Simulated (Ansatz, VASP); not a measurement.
# Sr8Cd8F in two plane-wave programs, part 2 of 2

One calculation is typed for both programs; each brings its own data sets and cutoff. How far apart do they land?  The structure shown is the end of the VASP relaxation below.

VASP 6.6.1 and Ansatz 0.2.0.

So far: Set-up; VASP: relaxation, PBEsol.

## Step 3: Ansatz: single point, PBEsol

Level of this step: Ansatz beside VASP: Kohn-Sham DFT, plane waves, PBEsol (Ansatz).

Ansatz runs on its default PAW (the set named soft_2) files.

The same cell, functional, mesh and smearing now go to Ansatz, which takes its cutoff from its data sets.

File input.yaml:

```yaml
crystal:
  lattice:
    - [8.006, 0.0, 0.0]
    - [0.0, 5.66109689, 0.0]
    - [0.0, 0.0, 23.49164534]
  atoms:
    - { symbol: Sr, position: [0.25, 0.0, 0.31926244] }
    - { symbol: Sr, position: [0.75, 0.0, 0.31926244] }
    - { symbol: Sr, position: [0.25, 0.5, 0.43975415] }
    - { symbol: Sr, position: [0.75, 0.5, 0.43975415] }
    - { symbol: Sr, position: [0.25009014, 0.98675615, 0.55782714] }
    - { symbol: Sr, position: [0.74991964, 0.99157307, 0.55826567] }
    - { symbol: Sr, position: [0.24977574, 0.4964495, 0.68929184] }
    - { symbol: Sr, position: [0.74990255, 0.50721354, 0.68031529] }
    - { symbol: Cd, position: [0.0, 0.5, 0.31926244] }
    - { symbol: Cd, position: [0.5, 0.5, 0.31926244] }
    - { symbol: Cd, position: [0.0, 0.0, 0.43975415] }
    - { symbol: Cd, position: [0.5, 0.0, 0.43975415] }
    - { symbol: Cd, position: [0.01384406, 0.48138626, 0.5680326] }
    - { symbol: Cd, position: [0.48609659, 0.48148235, 0.56809848] }
    - { symbol: Cd, position: [0.98270838, 0.00492415, 0.66856089], spin: 0.6 }
    - { symbol: Cd, position: [0.51740556, 0.00540671, 0.66862583], spin: 0.6 }
    - { symbol: F, position: [0.25058654, 0.12339618, 0.72412343], spin: 0.6 }
hamiltonian:
  xc: pbesol
  pseudopotentials: { kind: paw }
magnetization:
  spin_polarized: true
kpoints:
  mp_grid: { grid: [2, 3, 1] }
scf:
  occupations: { method: gaussian, width: 0.1 }
  n_extra_bands: 10
output:
  forces: true
  eigenvalues: true
  write_density: true
  write_potential: true
  elf: true
  volumetric_format: npy
```

Command:

```bash
> ansatz run input.yaml --threads 4 --pin off --max-ram 18432MiB --backend cpu --events-out ev --progress --plain --runs-dir out
```

Numbers of over 12 decimals in the logs are rounded to 6 here.

The program printed:

```text
Warning: the band count 134 (scf.n_extra_bands) hosts the net moment |M| = 1.8000 μB (N_el = 247) but caps the reachable moment at 2·n_bands − N_el = 21.0000 μB, below the 150 bands that the automatic rule leaves for it — a moment growing past the seed, or the majority channel's smearing tail, pins there with fewer empty majority states than that count leaves; raise or omit scf.n_extra_bands unless the cap is intended
scf.n_extra_bands = 10 over 124 filled bands (N_el = 247.0): the run solves 134 bands
Engine: ansatz 0.2.0, aarch64-unknown-linux-gnu
Pseudopotentials: kind: paw
Pseudopotential: Sr, paw, valence charge 10, recommended cutoff 420 eV (normal), Sr.paw.azcp
Pseudopotential: Cd, paw, valence charge 20, recommended cutoff 420 eV (normal), Cd.paw.azcp
Pseudopotential: F, paw, valence charge 7, recommended cutoff 420 eV (normal), F.paw.azcp
Functional definition: PBEsol
  exchange = pbesol_x
  correlation = pbesol_c
Crystal: 17 atoms, lattice volume = 1064.706 Å³
Basis set: ecut = 420 eV, 20891 PW (Γ), exchange–correlation on 108×80×320 points (8 copies of the dense FFT grid, shifted against one another)
Bands: 134, of which v1, the nominal top of the filled ones, is band 124 counted from 1 (123 counted from 0)
Symmetry: 1 space group operations
Space group: P1 (ITA 1), of the structure as read, at distance tolerance 1.0e-4 Å
Magnetic group: BNS 1.1 (UNI 1), of the structure as read, at distance tolerance 1.0e-4 Å
k-points: 4 of 6 (time reversal used)
Non-local potential: Sr, projectors of the file, l = 0: 3, l = 1: 2, l = 2: 2
Non-local potential: Cd, projectors of the file, l = 0: 3, l = 1: 2, l = 2: 2, l = 3: 1
Non-local potential: F, projectors of the file, l = 0: 2, l = 1: 2, l = 2: 1
PAW form: soft (Blöchl's): semilocal exchange-correlation on the pseudo side does not see the compensation charge
PAW frozen core: Sr, regenerated for the run's functional, and the local potential with it (the file was generated under x = pbe(κ = 0.804, μ = 0.219515), c = pbe(β = 0.066725))
PAW frozen core: Cd, regenerated for the run's functional, and the local potential with it (the file was generated under x = pbe(κ = 0.804, μ = 0.219515), c = pbe(β = 0.066725))
PAW frozen core: F, regenerated for the run's functional, and the local potential with it (the file was generated under x = pbe(κ = 0.804, μ = 0.219515), c = pbe(β = 0.066725))
PAW one-centre angular grid: Sr, 110 points (default); XC on 64 Gauss nodes
PAW one-centre angular grid: Cd, 590 points (default); XC on 64 Gauss nodes
PAW one-centre angular grid: F, 110 points (default); XC on 64 Gauss nodes
Initial density: superposition of atomic densities (neutral atoms: chi_scale 0, normalization atom)
Starting moments: Σ|m| = 1.8 μB on 3 of 17 sites
Initial wavefunctions: pseudopotential atomic-orbital guess
Functional: x = pbesol(κ = 0.804, μ = 0.123457), c = pbesol(β = 0.046)
SCF iter   1: F=—  HF=-94217.213223 eV  |F-HF|=—  |Δ(HF+E_count)|=         —  Δρ=1.74e-2 (↑1.42e-2 ↓1.74e-2)  dr2=2.08e1  dr2_m=9.85e-1  M=0.121 μB ∫|m|=0.207 μB  β_m=0.30  ethr=3.10e-3  ⟨swp⟩=11.2  Hψ=5816  notcnv=0
preconditioner: auto → LDOS  [metal: Δε(μ)=0.016 eV  Ē_g=10.589 eV  σ=0.100 eV  W_gap=0.09  n_scr=172 (ndim 8)  ℏωp=14.6 eV  f_vac=0.458  D(μ)=15.21/eV (n_scr^D=86)]
spin=Collinear: LDOS preconditioning applied to the charge; magnetization (m = ρ↑ − ρ↓) channel mixes plain (no charge-response kernel on spin).
SCF iter   2: F=—  HF=-94214.578778 eV  |F-HF|=—  |Δ(HF+E_count)|=    2.63e0  Δρ=1.01e-2 (↑7.73e-3 ↓1.01e-2)  dr2=7.49e0  dr2_m=5.02e-1  M=0.083 μB ∫|m|=0.161 μB  β_m=0.30  ethr=3.10e-3  ⟨swp⟩=2.0  Hψ=2068  notcnv=0  defer=18
SCF iter   3: F=—  HF=-94213.619515 eV  |F-HF|=—  |Δ(HF+E_count)|=   9.59e-1  Δρ=6.36e-3 (↑6.36e-3 ↓5.68e-3)  dr2=8.61e-1  dr2_m=2.56e-1  M=0.074 μB ∫|m|=0.140 μB  β_m=0.30  ethr=3.03e-3  ⟨swp⟩=3.0  Hψ=2107  notcnv=0  defer=19
SCF iter   4: F=—  HF=-94213.580009 eV  |F-HF|=—  |Δ(HF+E_count)|=   3.95e-2  Δρ=4.14e-3 (↑4.14e-3 ↓3.53e-3)  dr2=7.02e-2  dr2_m=1.35e-1  M=0.064 μB ∫|m|=0.117 μB  β_m=0.30  ethr=3.49e-4  ⟨swp⟩=2.1  Hψ=2064  notcnv=0  defer=18
SCF iter   5: F=—  HF=-94213.610876 eV  |F-HF|=—  |Δ(HF+E_count)|=   3.09e-2  Δρ=2.82e-3 (↑2.82e-3 ↓2.70e-3)  dr2=1.81e-2  dr2_m=7.23e-2  M=0.054 μB ∫|m|=0.095 μB  β_m=0.30  ethr=2.84e-5  ⟨swp⟩=2.0  Hψ=1734  notcnv=0  defer=18
SCF iter   6: F=—  HF=-94213.623729 eV  |F-HF|=—  |Δ(HF+E_count)|=   1.29e-2  Δρ=2.15e-3 (↑1.88e-3 ↓2.15e-3)  dr2=5.63e-3  dr2_m=3.90e-2  M=0.044 μB ∫|m|=0.077 μB  β_m=0.30  ethr=7.31e-6  ⟨swp⟩=2.0  Hψ=1669  notcnv=0  defer=18
SCF iter   7: F=—  HF=-94213.627940 eV  |F-HF|=—  |Δ(HF+E_count)|=   4.21e-3  Δρ=1.50e-3 (↑1.50e-3 ↓1.45e-3)  dr2=1.19e-3  dr2_m=2.11e-2  M=0.037 μB ∫|m|=0.063 μB  β_m=0.30  ethr=2.28e-6  ⟨swp⟩=2.2  Hψ=1816  notcnv=0  defer=17
Mixer restart at iter 7: flushing history
spin-set hold released at iteration 7 (site moments contracting): the magnetisation degrees of freedom join the quasi-Newton model from the next iteration; the mixer history was flushed
SCF iter   8: F=—  HF=-94213.630431 eV  |F-HF|=—  |Δ(HF+E_count)|=   2.49e-3  Δρ=1.10e-3 (↑1.10e-3 ↓1.08e-3)  dr2=6.82e-4  dr2_m=1.15e-2  M=0.031 μB ∫|m|=0.052 μB  β_m=0.65  ethr=4.83e-7  ⟨swp⟩=2.0  Hψ=1778  notcnv=0  defer=17
SCF iter   9: F=—  HF=-94213.633598 eV  |F-HF|=—  |Δ(HF+E_count)|=   3.17e-3  Δρ=8.17e-5 (↑8.17e-5 ↓6.73e-5)  dr2=5.45e-5  dr2_m=5.07e-5  M=0.011 μB ∫|m|=0.015 μB  β_m=0.82  ethr=2.76e-7  ⟨swp⟩=3.0  Hψ=1918  notcnv=0  defer=17
SCF iter  10: F=—  HF=-94213.633740 eV  |F-HF|=—  |Δ(HF+E_count)|=   1.42e-4  Δρ=3.47e-5 (↑2.47e-5 ↓3.47e-5)  dr2=2.06e-5  dr2_m=4.97e-6  M=0.007 μB ∫|m|=0.008 μB  β_m=0.83  ethr=2.21e-8  ⟨swp⟩=2.9  Hψ=2403  notcnv=0  defer=16
SCF iter  11: F=—  HF=-94213.633742 eV  |F-HF|=—  |Δ(HF+E_count)|=   2.08e-6  Δρ=1.24e-5 (↑1.24e-5 ↓1.23e-5)  dr2=5.67e-6  dr2_m=2.25e-7  M=0.004 μB ∫|m|=0.005 μB  β_m=0.70  ethr=8.33e-9  ⟨swp⟩=2.0  Hψ=2014  notcnv=0  defer=16
SCF iter  12: F=—  HF=-94213.633741 eV  |F-HF|=—  |Δ(HF+E_count)|=   7.53e-7  Δρ=3.23e-6 (↑3.23e-6 ↓3.17e-6)  dr2=6.53e-7  dr2_m=3.03e-8  M=0.003 μB ∫|m|=0.003 μB  β_m=0.67  ethr=2.30e-9  ⟨swp⟩=2.0  Hψ=2005  notcnv=0  defer=16
SCF iter  13: F=—  HF=-94213.633742 eV  |F-HF|=—  |Δ(HF+E_count)|=   1.61e-7  Δρ=1.69e-6 (↑1.69e-6 ↓1.65e-6)  dr2=1.81e-7  dr2_m=1.86e-8  M=0.002 μB ∫|m|=0.002 μB  β_m=0.84  ethr=2.64e-10  ⟨swp⟩=2.0  Hψ=1684  notcnv=0  defer=16
SCF iter  14: F=—  HF=-94213.633742 eV  |F-HF|=—  |Δ(HF+E_count)|=   1.88e-7  Δρ=8.54e-7 (↑8.54e-7 ↓7.65e-7)  dr2=2.37e-8  dr2_m=2.29e-9  M=0.001 μB ∫|m|=0.001 μB  β_m=0.72  ethr=4.05e-11  ⟨swp⟩=20.6  Hψ=9506  notcnv=0
SCF iter  15: F=—  HF=-94213.633742 eV  |F-HF|=—  |Δ(HF+E_count)|=   2.24e-8  Δρ=2.72e-7 (↑2.51e-7 ↓2.72e-7)  dr2=5.68e-10  dr2_m=5.89e-10  M=0.000 μB ∫|m|=0.000 μB  β_m=0.86  ethr=9.60e-12  ⟨swp⟩=9.5  Hψ=7272  notcnv=0
SCF iter  16: F=-94213.633742 eV  HF=-94213.633742 eV  |F-HF|=6.69e-10  |Δ(HF+E_count)|=   9.02e-9  Δρ=1.54e-7 (↑1.52e-7 ↓1.54e-7)  dr2=3.61e-10  dr2_m=1.39e-10  M=0.000 μB ∫|m|=0.000 μB  ethr=1.00e-12  ⟨swp⟩=9.6  Hψ=6629  notcnv=0
SCF 1 converged in 16 iterations: F = -94213.633742 eV  dr2 = 3.61e-10
  greatest PAW one-centre occupation: 1.000 electrons in one spin orbital (limit 2), on the Cd atom at site 11 (counted from 0), in its partial waves of l = 0
WARN: the starting moments were not kept: the SCF closed with an absolute magnetisation of 2.4e-4 μB, where they sum to 1.8 μB in size (3 sites). That is at most 0.1 of that sum. Measured as dr2_m measures the in/out step, that magnetisation stands 3.7e-10 eV from none, at or under the dr2_threshold of 1.0e-7 eV: it is no larger than a step whose dr2_m would equal this threshold. The system may hold no moment; this S [...]
WARN: The output density's exchange-correlation potential varies sharply where the density is thin. Do not read a vacuum level from v_tot or v_xc, or from such a field of the output density. On a cell that repeats whose density bears no net charge and no dipole along the vacuum's axis use v_es (v_loc + v_h of the components); under efield.dipole_correction with no amplitude use v_es + v_field, which holds any externa [...]
SCF converged after 16 iterations
Magnetization: 0.0002 μB (123.5001 up, 123.4999 down)
Absolute magnetization: 0.0002 μB (∫|ρ↑−ρ↓|, with the PAW one-centre terms)
Spin contamination: 0.0000 ħ² per cell (⟨S²⟩ above its minimum at these occupations)
Per-site moments (μB) at R_I (Å): [(4.843165791840496e-6, 1.430014), (5.75800255043306e-6, 1.430014), (4.330868317746596e-6, 1.430014), (2.549703308610232e-6, 1.430014), (4.1543636341939295e-6, 1.390306), (2.635316289949302e-6, 1.316934), (8.010178191544095e-7, 0.934261), (8.220455417977589e-6, 1.394666), (7.032250770185085e-6, 1.430014), (6.272006191681818e-6, 1.430014), (2.9724973918034e-6, 1.411454), (2.6717992479179037e-6, 1.411106), (2.9489954007269164e-6, 1.395453), (2.963258003458639e-6, 1.394666), (2.1255684770788083e-6, 1.071941), (2.002186656975785e-6, 1.068448), (1.0865929452322287e-6, 0.934261)]
Free energy (F): -94213.633742 eV
Harris-Foulkes:  -94213.633742 eV  (|F-HF|=6.69e-10)
Internal energy: -94213.565582 eV  (E = F + TS)
E sigma→0 (E₀):  -94213.599662 eV
Entropy (-TS):   -0.068159 eV (-4.009 meV/atom)
Fermi energy:    3.067390 eV
--- Per-component energies (eV) ---
  E_band       = -6228.906047
  E_kinetic    = 6195.486634
  E_local      = -167580.941691  (includes V_loc(G=0)·N_el)
  E_nonlocal   = 1978.250568
  E_hartree    = 80513.853355
  E_xc         = -2847.761669
  E_vxc        = -3151.326947  (∫ρ·V_xc dr)
  E_paw        = -53447.633135  (= ΣΔE_a)
  E_vpaw       = -4698.081993  (= ΣTr[D̂ρ^β])
  E_aug_tail   = 0.002103  (compensation charges beyond the density's cutoff)
  E_ewald      = 40971.325353
  E_core_change = 3.852900  (= ΣΔE_core)
  E_smearing   = -0.068159  (= −TS)
  E_closure    = 0.000000  (closes the sum)
  Σ components = -94213.633742   (vs F -94213.633742, Δ=0.00e0)
--- Forces (eV/Å), atoms counted from 1 ---
  atom   1  Sr    -0.00000517    -0.00006677    -0.03714047
  atom   2  Sr     0.00002572     0.00727168    -0.00433604
  atom   3  Sr     0.00024709    -0.03346064    -0.09678660
  atom   4  Sr    -0.00040402    -0.02657871    -0.03958398
  atom   5  Sr    -0.00254417    -0.00270086     0.01584429
  atom   6  Sr     0.00154367     0.03061548     0.01929400
  atom   7  Sr     0.00305819    -0.06824414     0.01752314
  atom   8  Sr     0.00234679     0.02863571    -0.01222485
  atom   9  Cd    -0.01244002    -0.00485354     0.22070229
  atom  10  Cd     0.01256607    -0.00474230     0.22074323
  atom  11  Cd     0.00425773     0.00441393    -0.12796598
  atom  12  Cd    -0.00408198     0.00399189    -0.12929503
  atom  13  Cd     0.00778636    -0.00005251    -0.00644755
  atom  14  Cd    -0.00846479    -0.00141031    -0.00729320
  atom  15  Cd    -0.00978816     0.00648705     0.01255135
  atom  16  Cd     0.00648112     0.00071049     0.01012261
  atom  17  F     -0.00058457     0.05998514    -0.05570425
  max |Σ_I F_I| component: 2.98e-6 eV/Å
--- Band table (eV; the first three rows and the last of 8) ---
  k-point 0 ↑: bands = [... 120 lower, 2.5330, 2.6232, 2.8355, 2.8630, 3.0391, 3.0988, 3.1648, 3.2408, ... 6 higher]
  k-point 1 ↑: bands = [... 120 lower, 2.2806, 2.5544, 2.7469, 2.8840, 3.2763, 3.4373, 3.5282, 3.6011, ... 6 higher]
  k-point 2 ↑: bands = [... 120 lower, 2.9472, 2.9578, 3.0249, 3.0643, 3.0771, 3.1509, 3.5544, 3.5837, ... 6 higher]
  k-point 3 ↓: bands = [... 120 lower, 2.4390, 2.5544, 3.1529, 3.2649, 3.3234, 3.3812, 3.5305, 3.5523, ... 6 higher]
```

Elapsed: 75 s, on 4 threads of Arm Neoverse V1, shared host; peak memory 3.2 GiB.

Reading the cycles: dr2 is the Hartree energy of the density residual (eV), the measure of convergence; HF is the Harris–Foulkes estimate of the energy, which meets the free energy F at convergence.

## Step 4: Side by side

Known differences besides the PAW data sets themselves: the data sets hold 247 valence electrons in Ansatz (default PAW (the set named soft_2) files) and 183 in VASP; the cutoff is 420 eV in Ansatz and 400 eV in VASP (PREC = Normal, projectors in real space); Ansatz makes its cores anew for this functional, VASP keeps those of its PBE data sets; VASP leaves aspherical gradient terms in its spheres out (LASPH is not set), Ansatz keeps them. Total energies have different zeros and are not compared.

Forces on 10 of the 17 atoms, picked by the larger force of the two programs (eV/Å; atoms numbered as in POSCAR):

| atom | Ansatz x, y, z | VASP x, y, z |
| --- | --- | --- |
| Sr1 | 0.000, 0.000, -0.037 | 0.000, -0.002, -0.039 |
| Sr3 | 0.000, -0.033, -0.097 | 0.000, -0.036, -0.097 |
| Sr4 | 0.000, -0.027, -0.040 | -0.001, -0.029, -0.039 |
| Sr6 | 0.002, 0.031, 0.019 | 0.001, 0.029, 0.013 |
| Sr7 | 0.003, -0.068, 0.018 | 0.002, 0.019, -0.009 |
| Cd9 | -0.012, -0.005, 0.221 | -0.013, -0.007, 0.230 |
| Cd10 | 0.013, -0.005, 0.221 | 0.012, -0.007, 0.230 |
| Cd11 | 0.004, 0.004, -0.128 | 0.004, 0.002, -0.156 |
| Cd12 | -0.004, 0.004, -0.129 | -0.005, 0.002, -0.158 |
| F17 | -0.001, 0.060, -0.056 | -0.002, -0.022, -0.006 |

The forces differ by 20 meV/Å r.m.s., which is 33.7 % of the r.m.s. force of 0.06 eV/Å (both taken over all components, held atoms included).

## Step 5: What moves the difference

The difference is large enough to ask for its cause, so further runs change the set-up of one program at a time, as the table lists.

| run | r.m.s. force difference (meV/Å) |
| --- | --- |
| as above | 20 |
| cores kept as stored, as VASP does, whose cores stay as stored | 19 |

## Step 6: What came out

```yaml
r_m_s_force_difference_single_point_pbesol: 20 meV/Å
```

**Reading.** The r.m.s. force difference is 20 meV/Å (single point, PBEsol), beyond the 12 meV/Å picked in this series as the mark of a large difference. For single point, PBEsol: no further run halves the r.m.s. force difference; only Ansatz's side was varied. 2 further runs on this material are not shown. How closely two codes agree says nothing of how well the functional describes the real material.

[Lines on the potential files, build, host, timing and source positions are cut from VASP's logs without a mark.]

[Logs are printed without paths, hosts, clocks, repeated set-up lines and the standing remarks that a program may print on its own settings, such as how far it seeks lower states.]

[Hosts, paths, dates, database ids (printed as entryN), source tags and the programs' standing remarks are cut or masked in the printed files.]
